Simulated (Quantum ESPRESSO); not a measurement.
# MoS2 (P6_3/mmc) in Quantum ESPRESSO: band structure with r2SCAN

Aim: the band structure of MoS2 with r2SCAN.

Program: Quantum ESPRESSO 7.5. These are calculated values, not measurements. Logs are shortened: lines on timing, memory, paths and dates and some standing lists are left out, and cuts for length are marked.

**What was measured.**

“Multiwavelength excitation Raman Scattering Analysis of bulk and 2 dimensional MoS2: Vibrational properties of atomically thin MoS2 layers”, 2015, arxiv:1506.03228 reports, for a bulk crystal of MoS2 at 300 K: band gap 1.3 eV (indirect).

The results are compared with them further down.

### Step 1. The structure

It takes space group P6_3/mmc (No. 194, hexagonal). Conventional cell: a = 3.169 Å, b = 3.169 Å, c = 12.324 Å, α = 90.00°, β = 90.00°, γ = 120.00°. Mo (site symmetry -6m2) is surrounded by 6 S at 2.41 Å. Around S (site symmetry 3m) lie 3 Mo at 2.41 Å.

### Step 2. Band structure, r2SCAN

The input, pw.in:

```
&CONTROL
  calculation = 'scf'
  prefix = 'pwscf'
  outdir = './tmp'
  pseudo_dir = './pseudo'
  tprnfor = .true.
  tstress = .true.
  disk_io = 'low'
/
&SYSTEM
  ibrav = 0
  celldm(1) = 8
  nat = 6
  ntyp = 2
  ecutwfc = 70
  nbnd = 36
  input_dft = 'r2scan'
  occupations = 'smearing'
  smearing = 'fd'
  degauss = 0.00367493
  nosym = .true.
/
&ELECTRONS
  conv_thr = 1d-08
  electron_maxstep = 120
  mixing_beta = 0.5
/
ATOMIC_SPECIES
Mo    95.9500 Mo_ONCV_PBE-1.2.upf
S     32.0600 S_ONCV_PBE-1.2.upf
CELL_PARAMETERS alat
  0.7485677611174   0.0000000000000   0.0000000000000
 -0.3742838805587   0.6482786975834   0.0000000000000
  0.0000000000000   0.0000000000000   2.9111230949860
ATOMIC_POSITIONS crystal
Mo     0.6666666667    0.3333333333    0.7500000000
Mo     0.3333333333    0.6666666667    0.2500000000
S      0.6666666667    0.3333333333    0.3770000000
S      0.3333333333    0.6666666667    0.8770000000
S      0.6666666667    0.3333333333    0.1230000000
S      0.3333333333    0.6666666667    0.6230000000
K_POINTS automatic
8 8 2 0 0 0
```

The input, pp_density.in:

```
&INPUTPP
  prefix = 'pwscf'
  outdir = './tmp'
  filplot = 'density.dat'
  plot_num = 0
/
&PLOT
  nfile = 1
  filepp(1) = 'density.dat'
  iflag = 3
  output_format = 6
  fileout = 'density.cube'
/
```

The input, pp_potential.in:

```
&INPUTPP
  prefix = 'pwscf'
  outdir = './tmp'
  filplot = 'potential.dat'
  plot_num = 11
/
&PLOT
  nfile = 1
  filepp(1) = 'potential.dat'
  iflag = 3
  output_format = 6
  fileout = 'potential.cube'
/
```

The input, pp_elf.in:

```
&INPUTPP
  prefix = 'pwscf'
  outdir = './tmp'
  filplot = 'elf.dat'
  plot_num = 8
/
&PLOT
  nfile = 1
  filepp(1) = 'elf.dat'
  iflag = 3
  output_format = 6
  fileout = 'elf.cube'
/
```

The input, bands.in:

```
&CONTROL
  calculation = 'bands'
  prefix = 'pwscf'
  outdir = './tmp'
  pseudo_dir = './pseudo'
  disk_io = 'low'
  verbosity = 'high'
/
&SYSTEM
  ibrav = 0
  celldm(1) = 8
  nat = 6
  ntyp = 2
  ecutwfc = 70
  nbnd = 36
  input_dft = 'r2scan'
  occupations = 'smearing'
  smearing = 'fd'
  degauss = 0.00367493
  nosym = .true.
/
&ELECTRONS
  conv_thr = 1d-08
  electron_maxstep = 120
  mixing_beta = 0.5
  diago_full_acc = .true.
  startingwfc = 'random'
/
ATOMIC_SPECIES
Mo    95.9500 Mo_ONCV_PBE-1.2.upf
S     32.0600 S_ONCV_PBE-1.2.upf
CELL_PARAMETERS alat
  0.7485677611174   0.0000000000000   0.0000000000000
 -0.3742838805587   0.6482786975834   0.0000000000000
  0.0000000000000   0.0000000000000   2.9111230949860
ATOMIC_POSITIONS crystal
Mo     0.6666666667    0.3333333333    0.7500000000
Mo     0.3333333333    0.6666666667    0.2500000000
S      0.6666666667    0.3333333333    0.3770000000
S      0.3333333333    0.6666666667    0.8770000000
S      0.6666666667    0.3333333333    0.1230000000
S      0.3333333333    0.6666666667    0.6230000000
K_POINTS crystal
60
 0.0000000000  0.0000000000  0.0000000000 1
 0.0555555556  0.0000000000  0.0000000000 1
 0.1111111111  0.0000000000  0.0000000000 1
 0.1666666667  0.0000000000  0.0000000000 1
 0.2222222222  0.0000000000  0.0000000000 1
 0.2777777778  0.0000000000  0.0000000000 1
 0.3333333333  0.0000000000  0.0000000000 1
 0.3888888889  0.0000000000  0.0000000000 1
 0.4444444444  0.0000000000  0.0000000000 1
 0.5000000000  0.0000000000  0.0000000000 1
 0.4666666667  0.0666666667  0.0000000000 1
 0.4333333333  0.1333333333  0.0000000000 1
 0.4000000000  0.2000000000  0.0000000000 1
 0.3666666667  0.2666666667  0.0000000000 1
 0.3333333333  0.3333333333  0.0000000000 1
 0.3030303030  0.3030303030  0.0000000000 1
 0.2727272727  0.2727272727  0.0000000000 1
 0.2424242424  0.2424242424  0.0000000000 1
 0.2121212121  0.2121212121  0.0000000000 1
 0.1818181818  0.1818181818  0.0000000000 1
 0.1515151515  0.1515151515  0.0000000000 1
 0.1212121212  0.1212121212  0.0000000000 1
 0.0909090909  0.0909090909  0.0000000000 1
 0.0606060606  0.0606060606  0.0000000000 1
 0.0303030303  0.0303030303  0.0000000000 1
 0.0000000000  0.0000000000  0.0000000000 1
 0.0000000000  0.0000000000  0.5000000000 1
 0.0500000000  0.0000000000  0.5000000000 1
 0.1000000000  0.0000000000  0.5000000000 1
 0.1500000000  0.0000000000  0.5000000000 1
 0.2000000000  0.0000000000  0.5000000000 1
 0.2500000000  0.0000000000  0.5000000000 1
 0.3000000000  0.0000000000  0.5000000000 1
 0.3500000000  0.0000000000  0.5000000000 1
 0.4000000000  0.0000000000  0.5000000000 1
 0.4500000000  0.0000000000  0.5000000000 1
 0.5000000000  0.0000000000  0.5000000000 1
 0.4666666667  0.0666666667  0.5000000000 1
 0.4333333333  0.1333333333  0.5000000000 1
 0.4000000000  0.2000000000  0.5000000000 1
 0.3666666667  0.2666666667  0.5000000000 1
 0.3333333333  0.3333333333  0.5000000000 1
 0.3076923077  0.3076923077  0.5000000000 1
 0.2820512821  0.2820512821  0.5000000000 1
 0.2564102564  0.2564102564  0.5000000000 1
 0.2307692308  0.2307692308  0.5000000000 1
 0.2051282051  0.2051282051  0.5000000000 1
 0.1794871795  0.1794871795  0.5000000000 1
 0.1538461538  0.1538461538  0.5000000000 1
 0.1282051282  0.1282051282  0.5000000000 1
 0.1025641026  0.1025641026  0.5000000000 1
 0.0769230769  0.0769230769  0.5000000000 1
 0.0512820513  0.0512820513  0.5000000000 1
 0.0256410256  0.0256410256  0.5000000000 1
 0.0000000000  0.0000000000  0.5000000000 1
 0.5000000000  0.0000000000  0.5000000000 1
 0.5000000000  0.0000000000  0.2500000000 1
 0.5000000000  0.0000000000  0.0000000000 1
 0.3333333333  0.3333333333  0.0000000000 1
 0.3333333333  0.3333333333  0.5000000000 1
```

Potentials or basis: SG15 PBE 1.2.

Launch:

```sh
$ OMP_NUM_THREADS=1 mpirun -n 2 pw.x -nk 2 -in pw.in > pw.out
$ OMP_NUM_THREADS=1 mpirun -n 1 pp.x -in pp_density.in > pp_density.out
$ OMP_NUM_THREADS=1 mpirun -n 1 pp.x -in pp_potential.in > pp_potential.out
$ OMP_NUM_THREADS=1 mpirun -n 1 pp.x -in pp_elf.in > pp_elf.out
$ OMP_NUM_THREADS=1 mpirun -n 2 pw.x -nk 2 -in bands.in > bands.out
```

pw.out:

```text
This program is part of the open-source Quantum ESPRESSO suite
     for quantum simulation of materials; please cite
         "P. Giannozzi et al., J. Phys.:Condens. Matter 21 395502 (2009);
         "P. Giannozzi et al., J. Phys.:Condens. Matter 29 465901 (2017);
         "P. Giannozzi et al., J. Chem. Phys. 152 154105 (2020);
     in publications or presentations arising from this work. More details at

     IMPORTANT: XC functional enforced from input :
     Exchange-correlation= R2SCAN
                           (   0   0   0   0   0 497 498)
     Any further DFT definition will be discarded
     Please, verify this is what you really want

     K-points division:     npool     =       2
     Subspace diagonalization in iterative solution of the eigenvalue problem:
     a serial algorithm will be used

     G-vector sticks info
     --------------------
     sticks:   dense  smooth     PW     G-vecs:    dense   smooth      PW
     Sum         685     685    211                57065    57065   10119

     Using Slab Decomposition

     bravais-lattice index     =            0
     lattice parameter (alat)  =       8.0000  a.u.
     unit-cell volume          =     723.3082 (a.u.)^3
     number of atoms/cell      =            6
     number of atomic types    =            2
     number of electrons       =        52.00
     number of Kohn-Sham states=           36
     kinetic-energy cutoff     =      70.0000  Ry
     charge density cutoff     =     280.0000  Ry
     scf convergence threshold =      1.0E-08
     mixing beta               =       0.5000
     number of iterations used =            8  plain     mixing
     Exchange-correlation= R2SCAN
                           (   0   0   0   0   0 497 498)

     celldm(1)=   8.000000  celldm(2)=   0.000000  celldm(3)=   0.000000
     celldm(4)=   0.000000  celldm(5)=   0.000000  celldm(6)=   0.000000

     crystal axes: (cart. coord. in units of alat)
               a(1) = (   0.748568   0.000000   0.000000 )
               a(2) = (  -0.374284   0.648279   0.000000 )
               a(3) = (   0.000000   0.000000   2.911123 )

     reciprocal axes: (cart. coord. in units 2 pi/alat)
               b(1) = (  1.335884  0.771273 -0.000000 )
               b(2) = (  0.000000  1.542546  0.000000 )
               b(3) = (  0.000000 -0.000000  0.343510 )

     PseudoPot. # 1 for Mo read from file:
     Mo_ONCV_PBE-1.2.upf
     Pseudo is Norm-conserving, Zval = 14.0
     Generated using ONCVPSP code by D. R. Hamann
     Using radial grid of  602 points,  6 beta functions with:
                l(1) =   0
                l(2) =   0
                l(3) =   1
                l(4) =   1
                l(5) =   2
                l(6) =   2

     PseudoPot. # 2 for S  read from file:
     S_ONCV_PBE-1.2.upf
     Pseudo is Norm-conserving, Zval =  6.0
     Generated using ONCVPSP code by D. R. Hamann
     Using radial grid of  602 points,  4 beta functions with:
                l(1) =   0
                l(2) =   0
                l(3) =   1
                l(4) =   1

     atomic species   valence    mass     pseudopotential
     Mo               14.00    95.95000     Mo( 1.00)
     S                 6.00    32.06000     S ( 1.00)

     No symmetry found

   Cartesian axes

     site n.     atom                  positions (alat units)
         1        Mo     tau(   1) = (   0.3742839   0.2160929   2.1833423  )
         2        Mo     tau(   2) = (  -0.0000000   0.4321858   0.7277808  )
         3        S      tau(   3) = (   0.3742839   0.2160929   1.0974934  )
         4        S      tau(   4) = (  -0.0000000   0.4321858   2.5530550  )
         5        S      tau(   5) = (   0.3742839   0.2160929   0.3580681  )
         6        S      tau(   6) = (  -0.0000000   0.4321858   1.8136297  )

     number of k points=    68  Fermi-Dirac smearing, width (Ry)=  0.0037
                       cart. coord. in units 2pi/alat
        k(    1) = (   0.0000000   0.0000000   0.0000000), wk =   0.0156250
        k(    2) = (   0.0000000   0.0000000  -0.1717550), wk =   0.0156250
        k(    3) = (   0.0000000   0.1928183   0.0000000), wk =   0.0312500
        k(    4) = (   0.0000000   0.1928183  -0.1717550), wk =   0.0312500
        k(    5) = (   0.0000000   0.3856366   0.0000000), wk =   0.0312500
        k(    6) = (   0.0000000   0.3856366  -0.1717550), wk =   0.0312500
[... 60 lines left out ...]
        k(   67) = (  -0.6679422  -1.1569098   0.0000000), wk =   0.0156250
        k(   68) = (  -0.6679422  -1.1569098  -0.1717550), wk =   0.0156250

     Dense  grid:    57065 G-vectors     FFT dimensions: (  32,  32, 125)

     WARNING: libxc functional with ID  497 depends
      on external parameters: check the user_guide of
      QE if you need to modify them or to check their
      default values.

     WARNING: libxc functional with ID  498 depends
      on external parameters: check the user_guide of
      QE if you need to modify them or to check their
      default values.

     Initial potential from superposition of free atoms

     starting charge      51.7773, renormalised to      52.0000
     Starting wfcs are random

     Self-consistent Calculation

     iteration #  1     ecut=    70.00 Ry     beta= 0.50
     Davidson diagonalization with overlap
     ethr =  1.00E-02,  avg # of iterations = 10.3

     total energy              =    -356.39540801 Ry
     estimated scf accuracy    <      12.46645314 Ry
[... 26 lines left out ...]
     total energy              =    -356.57926403 Ry
     estimated scf accuracy    <       0.00910258 Ry

     iteration #  6     ecut=    70.00 Ry     beta= 0.50
     Davidson diagonalization with overlap
     c_bands:  1 eigenvalues not converged
     ethr =  1.75E-05,  avg # of iterations =  6.0

     total energy              =    -356.58040158 Ry
     estimated scf accuracy    <       0.00160448 Ry

     iteration #  7     ecut=    70.00 Ry     beta= 0.50
     Davidson diagonalization with overlap
     ethr =  3.09E-06,  avg # of iterations =  3.1
[... 39 lines left out ...]
     iteration # 13     ecut=    70.00 Ry     beta= 0.50
     Davidson diagonalization with overlap
     ethr =  3.56E-11,  avg # of iterations =  2.0

     End of self-consistent calculation

          k = 0.0000 0.0000 0.0000 (  7077 PWs)   bands (ev):

   -53.1431 -53.1430 -26.2930 -26.2929 -26.0714 -26.0714 -26.0713 -26.0713
    -4.9174  -4.6469  -3.6377  -3.1939   3.6738   4.7465   7.1902   7.4052
     7.4052   7.4202   7.4202   8.5502   8.5502   8.6001   8.6001   9.5437
     9.7065  10.8663  13.1235  13.1235  13.1531  13.1531  13.2492  13.2492
    13.4247  13.4247  16.8591  17.0042
[... 483 lines left out ...]
   -53.1013 -53.1012 -26.4470 -26.4469 -26.2085 -26.2085 -26.1983 -26.1982
    -2.8443  -2.8442  -2.6131  -2.6130   4.3428   4.3428   4.9889   4.9890
     5.9491   5.9492   6.8327   6.8327   8.0312   8.0313   8.2427   8.2428
     9.6375   9.6375  12.5742  12.5742  13.1185  13.1185  14.0598  14.0599
    14.7678  14.7679  17.4808  17.4809

          k =-0.6679 0.0000 0.0000 (  7176 PWs)   bands (ev):

   -53.1013 -53.1012 -26.4036 -26.4035 -26.2432 -26.2431 -26.2086 -26.2085
    -2.9078  -2.7732  -2.6903  -2.5486   4.5989   4.8508   4.9060   5.0470
     6.2813   6.3006   6.3196   6.9742   7.0022   7.2352   8.2026   8.5629
     9.5670   9.6581  12.2134  12.7267  13.0804  13.1287  13.3752  13.9277
    14.7640  15.4690  18.0498  18.0587

          k =-0.6679 0.0000-0.1718 (  7162 PWs)   bands (ev):

   -53.1013 -53.1012 -26.4036 -26.4035 -26.2432 -26.2431 -26.2086 -26.2085
    -2.8603  -2.8602  -2.5998  -2.5997   4.7129   4.7130   4.9882   4.9883
     6.1256   6.1256   6.8204   6.8204   7.1370   7.1371   8.3399   8.3400
     9.6154   9.6155  12.4634  12.4635  13.1093  13.1094  13.6383  13.6383
    15.0976  15.0977  18.2383  18.2384

          k =-0.6679 0.1928 0.0000 (  7162 PWs)   bands (ev):

   -53.1013 -53.1012 -26.4470 -26.4469 -26.2085 -26.2085 -26.1983 -26.1982
    -2.8880  -2.7651  -2.6917  -2.5697   4.2070   4.4985   4.9710   5.0428
     5.6768   6.3061   6.5812   6.9024   7.9631   8.0472   8.2097   8.4030
     9.5518   9.7037  12.4379  12.7062  13.0223  13.3124  13.6716  14.3099
    14.4900  15.2250  17.0542  17.5692

          k =-0.6679 0.1928-0.1718 (  7176 PWs)   bands (ev):

   -53.1013 -53.1012 -26.4470 -26.4469 -26.2085 -26.2085 -26.1983 -26.1982
    -2.8443  -2.8442  -2.6131  -2.6130   4.3428   4.3428   4.9889   4.9890
     5.9491   5.9492   6.8327   6.8327   8.0312   8.0313   8.2427   8.2428
     9.6375   9.6375  12.5742  12.5742  13.1185  13.1185  14.0598  14.0599
    14.7678  14.7679  17.4808  17.4809
[... 11 lines left out ...]
   -53.1013 -53.1012 -26.4785 -26.4784 -26.2085 -26.2084 -26.1653 -26.1652
    -2.8274  -2.8273  -2.6270  -2.6269   4.0405   4.0406   4.9929   4.9930
     5.9320   5.9320   6.8110   6.8111   8.0704   8.0705   9.0698   9.0698
     9.4638   9.4638  12.6151  12.6152  13.1324  13.1325  14.3685  14.3686
    14.7281  14.7281  16.8679  16.8680

     the Fermi energy is    11.3535 ev

!    total energy              =    -356.58051685 Ry
     estimated scf accuracy    <          3.9E-09 Ry
     smearing contrib. (-TS)   =      -0.00000008 Ry
     internal energy E=F+TS    =    -356.58051677 Ry

     The total energy is F=E-TS. E is the sum of the following terms:
     one-electron contribution =    -176.06150129 Ry
     hartree contribution      =     108.72841622 Ry
     xc contribution           =     -49.55244395 Ry
     ewald contribution        =    -239.69498775 Ry

     convergence has been achieved in  13 iterations

     Forces acting on atoms (cartesian axes, Ry/au):

     atom    1 type  1   force =    -0.00000010   -0.00000003    0.00028165
     atom    2 type  1   force =     0.00000002    0.00000004   -0.00028527
     atom    3 type  2   force =     0.00000005   -0.00000003   -0.00895908
     atom    4 type  2   force =    -0.00000009   -0.00000010   -0.00885340
     atom    5 type  2   force =     0.00000005    0.00000000    0.00885620
     atom    6 type  2   force =     0.00000007    0.00000013    0.00895990

     Total force =     0.017819     Total SCF correction =     0.000140

     Computing stress (Cartesian axis) and pressure

          total   stress  (Ry/bohr**3)                   (kbar)     P=        6.30
   0.00006319   0.00000000   0.00000000            9.30        0.00        0.00
   0.00000000   0.00006319   0.00000000            0.00        9.30        0.00
   0.00000000   0.00000000   0.00000216            0.00        0.00        0.32

=------------------------------------------------------------------------------=
   JOB DONE.
=------------------------------------------------------------------------------=
```

Wall time 14 min (2 MPI ranks of Arm Neoverse V1, shared host); peak memory 0.52 GiB.

What came out:

| Item | Value |
| --- | --- |
| Free energy | -4851.5251 eV |
| Pressure | 0.6 GPa |
| Largest force | 0.230 eV/Å |
| Band gap on the k mesh | 1.10 eV, indirect (least direct gap 2.07 eV) |
| Band gap along the path | 1.00 eV, indirect (least direct gap 1.78 eV) |

Forces on the atoms (eV/Å):
```
Mo   0.000  0.000  0.007
Mo   0.000  0.000 -0.007
S    0.000  0.000 -0.230
S    0.000  0.000 -0.228
S    0.000  0.000  0.228
S    0.000  0.000  0.230
```

Stress tensor (GPa, compression positive):
```
0.93 0.00 0.00
0.00 0.93 0.00
0.00 0.00 0.03
```

Levels at the corners of the path, in eV from the valence-band top:
| point | band 22 | band 23 | band 24 | band 25 | band 26 | band 27 | band 28 | band 29 | band 30 | band 31 |
| --- | --- | --- | --- | --- | --- | --- | --- | --- | --- | --- |
| Γ | -2.27 | -2.27 | -1.32 | -1.16 | 0.00 | 2.26 | 2.26 | 2.29 | 2.29 | 2.38 |
| M | -2.66 | -1.90 | -1.69 | -1.48 | -1.35 | 1.73 | 1.77 | 2.13 | 2.38 | 3.13 |
| K | -4.00 | -2.88 | -2.88 | -0.81 | -0.65 | 1.13 | 1.13 | 2.03 | 3.02 | 3.02 |
| Γ | -2.27 | -2.27 | -1.32 | -1.16 | 0.00 | 2.26 | 2.26 | 2.29 | 2.29 | 2.38 |
| A | -2.29 | -2.29 | -2.29 | -0.29 | -0.29 | 2.26 | 2.26 | 2.26 | 2.26 | 2.48 |
| L | -2.80 | -1.80 | -1.80 | -1.40 | -1.40 | 1.75 | 1.75 | 2.27 | 2.27 | 3.50 |
| H | -3.63 | -3.06 | -3.06 | -0.74 | -0.74 | 1.13 | 1.13 | 2.50 | 2.50 | 3.06 |
| A | -2.29 | -2.29 | -2.29 | -0.29 | -0.29 | 2.26 | 2.26 | 2.26 | 2.26 | 2.48 |
| L | -2.80 | -1.80 | -1.80 | -1.40 | -1.40 | 1.75 | 1.75 | 2.27 | 2.27 | 3.50 |
| M | -2.66 | -1.90 | -1.69 | -1.48 | -1.35 | 1.73 | 1.77 | 2.13 | 2.38 | 3.13 |
| K | -4.00 | -2.88 | -2.88 | -0.81 | -0.65 | 1.13 | 1.13 | 2.03 | 3.02 | 3.02 |
| H | -3.63 | -3.06 | -3.06 | -0.74 | -0.74 | 1.13 | 1.13 | 2.50 | 2.50 | 3.06 |

Caveat: the potentials were made for another functional, which shifts forces and pressure; some levels on the path didn't converge; the mesh misses the band edges, which the band path finds closer together.

### Step 3. Against experiment

Step 2. A measured gap of MoS2 is 1.3 eV (indirect; 300 K; “Multiwavelength excitation Raman Scattering Analysis of bulk and 2 dimensional MoS2: Vibrational properties of atomically thin MoS2 layers”, 2015, arxiv:1506.03228); the calculated 1.00 eV misses it by -0.30 eV. Spin-orbit coupling on Mo is left out. The value is that of r2SCAN, without temperature or zero-point motion.
